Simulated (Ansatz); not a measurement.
## Generalised stacking fault in BN

Computed with Ansatz, DFT r2SCAN, scalar-relativistic, plane waves, PAW. Settings: plane waves to 500 eV, k-mesh 10×10×2 (Γ-centred), Gaussian smearing 0.05 eV. No spin polarisation. Energies are free energies at this smearing, counted from the undisturbed cell; pressure is positive in compression.

Zero of the scan (relaxed at this level; this wurtzite form isn't the usual structure):

```yaml
crystal:
  lattice:
    - [-2.54397, 0.00000, 0.00000]
    - [-1.27198, -2.20314, 0.00000]
    - [0.00000, 0.00000, 12.62323]
  atoms:
    - { symbol: B, position: [0.66667, 0.66667, 0.22912] }
    - { symbol: B, position: [0.66667, 0.66667, 0.56245] }
    - { symbol: B, position: [0.66667, 0.66667, 0.89578] }
    - { symbol: B, position: [0.33333, 0.33333, 0.06245] }
    - { symbol: B, position: [0.33333, 0.33333, 0.39578] }
    - { symbol: B, position: [0.33333, 0.33333, 0.72912] }
    - { symbol: N, position: [0.66667, 0.66667, 0.10425] }
    - { symbol: N, position: [0.66667, 0.66667, 0.43758] }
    - { symbol: N, position: [0.66667, 0.66667, 0.77092] }
    - { symbol: N, position: [0.33333, 0.33333, 0.93758] }
    - { symbol: N, position: [0.33333, 0.33333, 0.27092] }
    - { symbol: N, position: [0.33333, 0.33333, 0.60425] }
```

The cut lies on the cell's a–b face, a (0 0 1) plane (indices in the standard cell, whose axes needn't be the Cartesian ones shown) of area 5.60 Å², between layers 1.58 Å apart. Vector c is tilted by f times 1·a + 1·b (length 4.406 Å) with the atoms' Cartesian places fixed: one unrelaxed fault a cell.

Task: Over the sampled range (0.0000 to 0.9167), is the undisturbed cell the lowest point?

Result: Yes, every other sampled point lies higher.

Task: Does the gap on the k-mesh survive along the scan?

Result: It is 5.95 eV in the undisturbed cell and stays between 2.62 and 5.95 eV.

The scan:

| f | γ (mJ/m²) |
| --- | --- |
| 0.0000 | 0 |
| 0.0833 | 1123 |
| 0.1667 | 3985 |
| 0.2500 | 6876 |
| 0.3333 | 7826 |
| 0.4167 | 7633 |
| 0.5000 | 8307 |
| 0.5833 | 10301 |
| 0.6667 | 11807 |
| 0.7500 | 9485 |
| 0.8333 | 4820 |
| 0.9167 | 1228 |

Cost: 12 runs of about 2.8 core-minutes in all, on Intel Xeon 6975P-C (Granite Rapids) (shared hosts).